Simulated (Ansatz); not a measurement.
## Lattice dynamics of NaI(001) slab, 2 layers

The cell of NaI(001) slab, 2 layers is at rest. What are its phonons? After the zone centre comes a 2×2×1 q mesh on a 4×4×1 k mesh.

Method: DFT PBE, scalar-relativistic, plane waves, PAW, in Ansatz 0.2.0.

## Step 1: The starting structure

The cell holds 4 atoms: 2 I and 2 Na. Cell: a = 4.505 Å, b = 4.505 Å, c = 30.270 Å, α = 90.0°, β = 90.0°, γ = 90.0°. Vacuum lies along c.

## Step 2: Modes at Γ

The cell comes from relaxations at this level that are not shown. The zone centre comes first: it holds the modes that light can see, as far as symmetry allows. The response to a homogeneous field gives the Born charges and the dielectric tensor.

Contents of input.yaml:

```yaml
crystal:
  lattice:
    - [3.1852101154, 3.1852101154, 0.0]
    - [-3.1852101154, 3.1852101154, 0.0]
    - [0.0, 0.0, 30.2699722]
  atoms:
    - { symbol: I, position: [0.5, 0.5, 0.2096104864] }
    - { symbol: I, position: [0.0, 0.0, 0.3267296164] }
    - { symbol: Na, position: [0.0, 0.0, 0.2212997027] }
    - { symbol: Na, position: [0.5, 0.5, 0.3150404001] }
  periodic: [true, true, false]
kpoints:
  mp_grid: { grid: [4, 4, 1] }
hamiltonian:
  xc: pbe
scf:
  occupations: { method: fixed }
output:
  eigenvalues: true
phonons:
  method: dfpt
  dielectric: true
```

Command:

```
ansatz run input.yaml --threads 8 --pin off --max-ram 14336MiB --backend cpu --events-out ev --progress --plain --runs-dir out
```

Numbers of over 12 decimals in the logs are rounded to 6 here.

What it wrote:

```text
Warning: phonons.dielectric: true without phonons.rigid_motions: the static dielectric tensor ε⁰ will be withheld (ε∞, Z* and the rows of modes are given); for a crystal or a slab, whose only rigid motions are the translations, set phonons.rigid_motions: translations
Warning: crystal.symmetry: narrowed to the stabiliser of the run's FFT grids — unitary ops 16 → 8. A phonons.method: dfpt run fills in the rows of the dynamical matrix that it does not solve by its symmetry operations, which is exact only for operations that map its FFT grids onto themselves: filled in by any other, the frequencies could depend on the order in which like atoms are typed, or, by more than the grids' own error, on where the crystal sits among the grids' points. Excluded: 8 operations. The run can therefore solve more perturbations, solve them on more k-points, or both, and cost more. [rest of the remark cut]
Engine: ansatz 0.2.0, aarch64-unknown-linux-gnu
Pseudopotentials: kind: paw
Pseudopotential: I, paw, valence charge 17, recommended cutoff 420 eV (normal), I.paw.azcp
Pseudopotential: Na, paw, valence charge 9, recommended cutoff 420 eV (normal), Na.paw.azcp
Functional definition: PBE
  parameter kappa = 0.804
  parameter beta = 0.066725
  exchange = pbe_x(kappa = kappa, mu = beta*pi^2/3)
  correlation = pbe_c(beta = beta)
Crystal: 4 atoms, lattice volume = 614.212 Å³
Basis set: ecut = 420 eV, 12029 PW (Γ), exchange–correlation on 64×64×432 points (8 copies of the dense FFT grid, shifted against one another)
Bands: 32, of which v1, the nominal top of the filled ones, is band 26 counted from 1 (25 counted from 0)
Symmetry: 16 space group operations
k-points: 7 of 16 (irreducible under 2 space group operations, time reversal used)
Non-local potential: I, projectors of the file, l = 0: 2, l = 1: 2, l = 2: 2, l = 3: 2
Non-local potential: Na, projectors of the file, l = 0: 3, l = 1: 2, l = 2: 1
PAW form: soft (Blöchl's): semilocal exchange-correlation on the pseudo side does not see the compensation charge
PAW one-centre angular grid: I, 590 points (default); XC on 64 Gauss nodes
PAW one-centre angular grid: Na, 110 points (default); XC on 64 Gauss nodes
Initial density: superposition of atomic densities (neutral atoms: chi_scale 0, normalization atom), corrected by the library's trained network
Initial wavefunctions: pseudopotential atomic-orbital guess
Functional: x = pbe(κ = 0.804, μ = 0.219515), c = pbe(β = 0.066725)
SCF iter   1: F=—  HF=-18003.569202 eV  |F-HF|=—  |Δ(HF+E_count)|=         —  Δρ=2.72e-4  dr2=8.01e-4  ethr=1.77e-3  ⟨swp⟩=8.0  Hψ=944  notcnv=0  defer=28
preconditioner: auto → Resta (q_TF=auto, 1.808 Å⁻¹)  ε∞=1.4  [insulator: Δε(μ)=3.928 eV  Ē_g=9.555 eV  n_scr=60 (ndim 8)  ℏωp=6.0 eV  f_vac=0.755  ε∞_Penn≈1.4  vacuum switching on, ρ_ref=6.6e-3 e/Å³]
SCF iter   2: F=—  HF=-18003.569537 eV  |F-HF|=—  |Δ(HF+E_count)|=   3.36e-4  Δρ=1.77e-4  dr2=4.73e-4  ethr=1.54e-6  ⟨swp⟩=5.0  Hψ=611  notcnv=0  defer=28
SCF iter   3: F=—  HF=-18003.570734 eV  |F-HF|=—  |Δ(HF+E_count)|=   1.20e-3  Δρ=2.22e-4  dr2=1.22e-3  ethr=9.10e-7  ⟨swp⟩=4.4  Hψ=461  notcnv=0  defer=28  recentre
SCF iter   4: F=—  HF=-18003.570403 eV  |F-HF|=—  |Δ(HF+E_count)|=   3.31e-4  Δρ=7.30e-5  dr2=1.21e-4  ethr=9.10e-7  ⟨swp⟩=3.4  Hψ=381  notcnv=0  defer=28
SCF iter   5: F=—  HF=-18003.570376 eV  |F-HF|=—  |Δ(HF+E_count)|=   2.65e-5  Δρ=2.45e-5  dr2=1.25e-5  ethr=2.33e-7  ⟨swp⟩=2.0  Hψ=257  notcnv=0  defer=28
SCF iter   6: F=—  HF=-18003.570374 eV  |F-HF|=—  |Δ(HF+E_count)|=   1.97e-6  Δρ=4.20e-6  dr2=3.14e-7  ethr=2.40e-8  ⟨swp⟩=3.0  Hψ=317  notcnv=0  defer=28
SCF iter   7: F=—  HF=-18003.570463 eV  |F-HF|=—  |Δ(HF+E_count)|=   8.85e-5  Δρ=5.29e-7  dr2=3.31e-9  ethr=6.04e-10  ⟨swp⟩=3.9  Hψ=481  notcnv=0  defer=28
SCF iter   8: F=—  HF=-18003.570463 eV  |F-HF|=—  |Δ(HF+E_count)|=   2.35e-8  Δρ=1.49e-7  dr2=5.63e-10  ethr=6.36e-12  ⟨swp⟩=3.9  Hψ=437  notcnv=0  defer=28
iter 9 met the thresholds in force, and the SCF goes on: an eigenvalue changes by 1.28 meV, over its tolerance of 1.00 meV (output.eigenvalues, Limitations)
SCF iter   9: F=-18003.570463 eV  HF=-18003.570463 eV  |F-HF|=4.73e-10  |Δ(HF+E_count)|=   3.14e-9  Δρ=1.71e-8  dr2=1.68e-12  ethr=1.00e-12  ⟨swp⟩=29.4  Hψ=2189  notcnv=0
SCF iter  10: F=-18003.570463 eV  HF=-18003.570463 eV  |F-HF|=3.64e-12  |Δ(HF+E_count)|=  5.17e-10  Δρ=4.68e-9  dr2=8.83e-14  ethr=1.00e-12  ⟨swp⟩=5.9  Hψ=984  notcnv=0
SCF 1 converged in 10 iterations: F = -18003.570463 eV  dr2 = 8.83e-14
  greatest PAW one-centre occupation: 0.999 electrons in one spin orbital (limit 2), on the Na atom at site 3 (counted from 0), in its partial waves of l = 0
NSCF: frozen V_eff on 6 k-points
NSCF: frozen V_eff on 6 k-points
DFPT response loops at q = (0, 0, 0) (fractional): preconditioner auto → none (the input reference at scf.mixing.eps_inf says where Resta's filter doesn't serve); β = 0.50; Anderson in place of MSR1
DFPT response loops at Γ: preconditioner auto → none (the input reference at scf.mixing.eps_inf says where Resta's filter doesn't serve); β = 0.50; Broyden in place of MSR1
── the response to a field inside a basis, on 6×6×1 k-points: an SCF that follows is theirs, and a resumed run solves both again ──
Bands: 27, of which v1, the nominal top of the filled ones, is band 26 counted from 1 (25 counted from 0)
k-points: 6 of 36 (irreducible under 8 space group operations)
Initial density: handed on by an earlier stage of this run
Initial wavefunctions: pseudopotential atomic-orbital guess (no wavefunctions were taken with the density)
Eigensolver: Dense (6 Hₖ)
SCF iter   1: F=—  HF=-18003.564025 eV  |F-HF|=—  |Δ(HF+E_count)|=         —  Δρ=5.65e-5  dr2=2.49e-5  ethr=1.00e-1
preconditioner: auto → Resta (q_TF=auto, 1.808 Å⁻¹)  ε∞=1.5  [insulator: Δε(μ)=4.313 eV  Ē_g=8.402 eV  n_scr=60 (ndim 8)  ℏωp=6.0 eV  f_vac=0.755  ε∞_Penn≈1.5  vacuum switching on, ρ_ref=5.1e-3 e/Å³]
SCF iter   2: F=—  HF=-18003.564026 eV  |F-HF|=—  |Δ(HF+E_count)|=   6.48e-7  Δρ=2.67e-5  dr2=3.24e-6  ethr=4.78e-8
SCF iter   3: F=—  HF=-18003.564028 eV  |F-HF|=—  |Δ(HF+E_count)|=   2.27e-6  Δρ=6.94e-6  dr2=2.31e-7  ethr=6.22e-9
SCF iter   4: F=-18003.564029 eV  HF=-18003.564029 eV  |F-HF|=7.50e-9  |Δ(HF+E_count)|=   2.72e-7  Δρ=1.30e-6  dr2=1.63e-8  ethr=4.44e-10
SCF 1 converged in 4 iterations: F = -18003.564029 eV  dr2 = 1.63e-8
  greatest PAW one-centre occupation: 0.999 electrons in one spin orbital (limit 2), on the Na atom at site 2 (counted from 0), in its partial waves of l = 0
DFPT response loops at Γ: mixed as the last ones told, above
SCF converged after 10 iterations
an eigenvalue changed by more than its tolerance at an iteration that met the thresholds in force, so the SCF went on 1 time: the last check found none over its tolerance
Free energy (F): -18003.570463 eV
Harris-Foulkes:  -18003.570463 eV  (|F-HF|=3.64e-12)
Internal energy: -18003.570463 eV  (E = F + TS)
E sigma→0 (E₀):  -18003.570463 eV
Fermi energy:    -6.185375 eV
--- Per-component energies (eV) ---
  E_band       = -1700.558707
  E_kinetic    = 619.013958
  E_local      = -74138.761374  (includes V_loc(G=0)·N_el)
  E_nonlocal   = 49.898687
  E_hartree    = 36521.452153
  E_xc         = -334.175586
  E_vxc        = -357.465401  (∫ρ·V_xc dr)
  E_paw        = -10160.693221  (= ΣΔE_a)
  E_vpaw       = -916.148775  (= ΣTr[D̂ρ^β])
  E_aug_tail   = -0.000083  (compensation charges beyond the density's cutoff)
  E_ewald      = 29439.695002
  E_smearing   = -0.000000  (= −TS)
  E_closure    = 0.000000  (closes the sum)
  Σ components = -18003.570463   (vs F -18003.570463, Δ=0.00e0)
--- Band table (eV; the first three rows and the last of 7) ---
  k-point 0: bands = [... 22 lower, -6.4811, -6.4811, -6.2095, -6.2095, -2.2662, -1.4715 (-1.4714°), -0.3759 (-0.3823°), -0.1070 (-0.1368°), ... 2 higher]
  k-point 1: bands = [... 22 lower, -6.8299, -6.3940, -6.3839, -6.1854, -1.3187 (-1.3187°), -0.9506 (-0.9507°), 0.0299 (0.0268°), 0.1992 (0.1897°), ... 2 higher]
  k-point 2: bands = [... 22 lower, -6.6178, -6.6178, -6.2214, -6.2214, -0.6312, -0.6312, 0.3887, 0.3887, ... 2 higher]
  k-point 6: bands = [... 22 lower, -7.1992, -7.1992, -6.5718, -6.5718, -1.2878, -1.2878, 0.0360, 0.0360, ... 2 higher]
  ° read free of the cell's end (the report's vacuum.weakly_bound_levels)
--- Phonons (Γ-DFPT): 8 representative perturbations + reference (Σ response iterations 67) ---
  ASR residual: 5.965e-4 → 0.000e0 eV/Å²; symmetrization residual: 1.157e-5 eV/Å²
  The last average, over the group as it would stand without the narrowing to the FFT grids, took up to 6.049e-5 eV/Å² of the zone centre's force constants
  ASR residual per site (eV/Å²): 2.28e-4 6.40e-5 1.76e-4 5.97e-4
  Γ frequencies (cm⁻¹): 0.00 0.00 0.00 33.12 33.12 55.99 108.86 118.81 118.81 122.40 122.40 143.54
  ε∞ (high-frequency dielectric tensor):
        1.524038     0.000000     0.000000
        0.000000     1.524038     0.000000
        0.000000     0.000000     1.163938
  α∞ (the layer's polarisability for a field applied outside it; Å, Gaussian; ε∞ is over the cell's 30.270 Å):
        1.262306     0.000000     0.000000
        0.000000     1.262306     0.000000
        0.000000     0.000000     0.394894
  ε⁰ (static dielectric tensor): not given — the deck does not say what the cell's rigid motions are, and on a molecule in a box or a wire the rigid rotations would enter the sum over the modes at Γ. For a crystal or a slab, whose only rigid motions are the translations, set phonons.rigid_motions: translations.
  Born effective charges Z* (e; rows j = field, columns β = displacement):
    site 0:
        -1.24906    0.00000   -0.00000
        -0.00000   -1.24906   -0.00000
         0.00000   -0.00000   -0.31661
    site 1:
        -1.24906   -0.00000    0.00000
         0.00000   -1.24906   -0.00000
        -0.00000   -0.00000   -0.31661
    site 2:
         1.24906   -0.00000   -0.00000
        -0.00000    1.24906    0.00000
         0.00000    0.00000    0.31661
    site 3:
         1.24906    0.00000    0.00000
        -0.00000    1.24906    0.00000
        -0.00000    0.00000    0.31661
  Z* charge neutrality: 8.303e-3 e pre-enforcement
  solved inside a basis spanned on kpoints, on 6×6×1 k-points, its susceptibility summed on 8×8×1: ε∞ is read to err by 3.0e-3, Z* by 2.2e-2 e (field_mesh: kpoints solves on kpoints); Z* is corrected for what the basis lacks
  optical modes at Γ without the LO–TO term, one row a degenerate level:
      ω (cm⁻¹)  modes    IR ((D/Å)²/amu)
         33.12      2             0.0000
         55.99      1             0.0000
        108.86      1             0.0000
        118.81      2             7.3971
        122.40      2             0.0000
        143.54      1             0.2376
```

Wall time 64 s (8 threads of Arm Neoverse V1, shared host); peak memory 3.8 GiB.

A gap read on the k-mesh alone can miss the band edges.

Numbers from this step:

```yaml
gap_on_the_k_mesh: 3.919 eV
sum_rule_residual_before_enforcement: 5.97e-4 eV/Å²
miss_of_the_charge_sum_rule: 0.008303 e
estimated_error_of_the_dielectric_tensor: 0.003012
estimated_error_of_the_born_charges: 0.02158 e
point_group: 4/mmm
area_per_atom: 5.073 Å²
highest_optical_mode_at_the_zone_centre_no_lo_to_term: 143.5 cm⁻¹
lowest_optical_zone_centre_mode: 33.12 cm⁻¹
largest_born_charge_third_of_the_trace: -0.9383 e
```

Without the LO-TO term. Patterns of degenerate modes are one choice out of their space. The modes at Γ (shares of kinetic energy by element, %):

```
mode  frequency (cm⁻¹)  symmetry  I %  Na %
   1               0.0  acoustic   85    15
   2               0.0  acoustic   85    15
   3               0.0  acoustic   85    15
   4              33.1        Eg   87    13
   5              33.1        Eg   87    13
   6              56.0       A1g   97     3
   7             108.9       A1g    3    97
   8             118.8        Eu   15    85
   9             118.8        Eu   15    85
  10             122.4        Eg   13    87
  11             122.4        Eg   13    87
  12             143.5       A2u   15    85
```

Displacements in mode 4 (33.1 cm⁻¹), the largest set to 1:
```
I1   0.45  1.00  0.00
I2  -0.45 -1.00  0.00
Na3  0.41  0.91  0.00
Na4 -0.41 -0.91  0.00
```

Displacements in mode 7 (108.9 cm⁻¹), the largest set to 1:
```
I1   0.00  0.00  0.08
I2   0.00  0.00 -0.08
Na3  0.00  0.00  1.00
Na4  0.00  0.00 -1.00
```

High-frequency dielectric tensor, averaged over the cell of height 30.3 Å or as lengthened by the program, vacuum included. Tensor:

```csv
,x,y,z
x,1.524,0,0
y,0,1.524,0
z,0,0,1.164
```

Born charge (rows field, columns displacement) (e), principal values of the symmetric part by kind of site:

```
atom  atoms with these values    low  middle   high   mean
  I1                        2  -1.25   -1.25  -0.32  -0.94
 Na3                        2   0.32    1.25   1.25   0.94
```

In full for I1:

```
-1.25  0.00  0.00
 0.00 -1.25  0.00
 0.00  0.00 -0.32
```

Transverse modes. Lines of the infrared spectrum (strongest = 100):

```
position (cm⁻¹)  label  relative intensity
             33     Eg                 0.0
             56    A1g                 0.0
            109    A1g                 0.0
            119     Eu                 100
            122     Eg                 0.0
            144    A2u                 3.2
```

Before it was imposed, the acoustic sum rule was missed by 6.0e-4 eV/Å² and the charge sum rule by 0.0083 e. Small misses are needed for a sound result but don't prove that mesh and cutoff are converged. The lowest optical mode is real, 33.1 cm⁻¹.

(Continued in part 2 of 2.)

[Logs are printed without paths, hosts, clocks, repeated set-up lines and the standing remarks that a program may print on its own settings, such as how far it seeks lower states.]

[Hosts, paths, dates, database ids (printed as entryN), source tags and the programs' standing remarks are cut or masked in the printed files.]
